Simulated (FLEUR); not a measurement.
The system is Li2S.

```
CELL_PARAMETERS angstrom
0.00000 2.84450 2.84450
2.84450 0.00000 2.84450
2.84450 2.84450 0.00000
ATOMIC_POSITIONS crystal
S 0.00000 0.00000 0.00000
Li 0.75000 0.75000 0.75000
Li 0.25000 0.25000 0.25000
```

Base run:

* Program: FLEUR MaX-R8.1 (later development tree)
* Functional: PBEsol
* Potentials or basis: all-electron
* Basis: FLAPW
* Kmax: 4.38 1/bohr
* k mesh: 8 × 8 × 8
* Occupations: fermi-dirac, width 0.05 eV
* Spin: no spin polarisation

Its results: band gap on the k mesh 3.22 eV, indirect (least direct gap 4.12 eV).

Problem. The run is repeated on the same cell with these changes: functional from PBEsol to PBE. What comes out?

Solution. Band gap on the k mesh 3.39 eV, indirect (least direct gap 4.29 eV).

A k mesh can miss the band edges.

Not every run made on this cell is shown here.
